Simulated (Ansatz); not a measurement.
ZrO2 from a database of computed structures, 3 atoms and 24 valence electrons in a cell of about 33 Å³, was run 9 times in the plane-wave code Ansatz, each time on 1 × NVIDIA H100 80GB HBM3 with 2 threads of AMD EPYC 7R13 Processor (Zen 3), on a shared host.

| run | k mesh | irreducible k | cutoff (eV) | plane waves | bands | SCF iterations | wall time | peak host memory (GiB) |
| --- | --- | --- | --- | --- | --- | --- | --- | --- |
| G0W0, PBE, 98 empty bands, 120 eV | 6×6×6 | 16 | 420 | 645 | 16 | 6 | 61 s | 1.3 |
| G0W0, PBE, 244 empty bands, 220 eV | 6×6×6 | 16 | 420 | 645 | 16 | 6 | 64 s | 1.4 |
| G0W0, PBE, 448 empty bands, 300 eV | 6×6×6 | 16 | 420 | 645 | 16 | 6 | 96 s | 1.8 |
| G0W0, HSE06, 244 empty bands, 220 eV | 6×6×6 | 16 | 420 | 645 | 16 | 11 | 84 s | 1.6 |
| G0W0, r2SCAN, 244 empty bands, 220 eV | 6×6×6 | 16 | 500 | 869 | 16 | 6 | 34 s | 1.5 |
| G0W0, PBE0, 244 empty bands, 220 eV | 6×6×6 | 16 | 420 | 645 | 16 | 13 | 2.2 min | 1.6 |
| G0W0, PBE, 244 empty bands, 220 eV, plasmon pole | 6×6×6 | 16 | 420 | 645 | 16 | 6 | 79 s | 2.1 |
| G0W0, PBE, 53 empty bands, 80 eV | 8×8×8 | 29 | 420 | 645 | 16 | 6 | 3 min | 1.2 |
| G0W0, PBE, 244 empty bands, 220 eV, norm-conserving | 6×6×6 | 16 | 1240 | 3287 | 16 | 9 | 63 s | 1.6 |

The slowest run (G0W0, PBE, 53 empty bands, 80 eV) took about 5 times as long as the quickest (G0W0, r2SCAN, 244 empty bands, 220 eV).
